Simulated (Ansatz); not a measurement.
# CoO in Ansatz: convergence with basis error

Input of the first run (basis error 0.03 eV/atom); the others differ in this setting and in those tied to it:

Contents of input.yaml:

```yaml
crystal:
  lattice:
    - [3.1976457435, 0.0, 0.0]
    - [-1.5988228718, 2.7692424462, 0.0]
    - [0.0, 0.0, 5.22870971]
  atoms:
    - { symbol: Co, position: [0.336503, 0.638103, 0.500398], spin: 2.0 }
    - { symbol: Co, position: [0.048121, 0.016147, -0.001425], spin: 2.0 }
    - { symbol: O, position: [0.306257, 0.645283, 0.867239] }
    - { symbol: O, position: [0.054172, 0.011224, 0.386787] }
kpoints:
  mp_grid: { grid: [6, 6, 3] }
scf:
  occupations: { method: fermi_dirac, width: 0.05 }
hamiltonian:
  xc: lda
  pseudopotentials: { kind: all_electron, lapw: { basis_error: 0.03 } }
magnetization:
  spin_polarized: true
output:
  forces: true
  stress: true
  eigenvalues: true
```

Potentials or basis: all-electron LAPW, scalar-relativistic.

Launch:

```console
$ ansatz run input.yaml --threads 4 --pin off --max-ram 12288MiB --backend cpu --events-out ev --progress --plain --runs-dir out
```

The cell isn't the ideal one: atoms moved at random, drawn with an rms of 0.1 Å.

The cell comes from a database or a generator and needn't be the stable form of this composition.

Hardware: 4 threads of Intel(R) Xeon(R) Platinum 8259CL CPU @ 2.50GHz (Skylake/Cascade Lake) (shared host).

Q: The values tried are 0.03 eV/atom, 0.01 eV/atom, 0.003 eV/atom, 0.001 eV/atom, 0.0003 eV/atom, 0.0001 eV/atom, loosest first. From which on does the energy stay within 1 meV/atom of the tightest run that finished?

A: From 0.001 eV/atom on.

```csv
basis error,"energy less the tightest run, at zero smearing (meV/atom)",pressure (GPa),largest force (eV/Å),SCF cycles,CPU time (s),peak memory (GiB)
0.03 eV/atom,12.35,-15.40,1.228,27,230,0.6
0.01 eV/atom,3.95,-15.44,1.230,29,300,0.67
0.003 eV/atom,1.09,-15.45,1.231,29,350,0.74
0.001 eV/atom,0.33,-15.46,1.231,28,400,0.84
0.0003 eV/atom,0.07,-15.46,1.231,25,560,1.1
0.0001 eV/atom,0.00,-15.46,1.231,28,750,1.3
```

Against the tightest run, the pressure stays within 0.1 GPa from 0.03 eV/atom on; the largest force stays within 0.005 eV/Å from 0.03 eV/atom on. The tightest run that finished is the yardstick and may itself not be fully converged.

Caveat, for the tightest run too: the k mesh is coarse (spacing up to 0.40 Å⁻¹), so the values aren't converged; the k mesh is thin for a metal, which can move the energy by tens of meV per atom; semilocal functionals often make such compounds metallic where correlation or magnetic order opens a gap, which also shifts bond lengths; the starting moments weren't kept.

The runs don't all hold the same shells in valence.
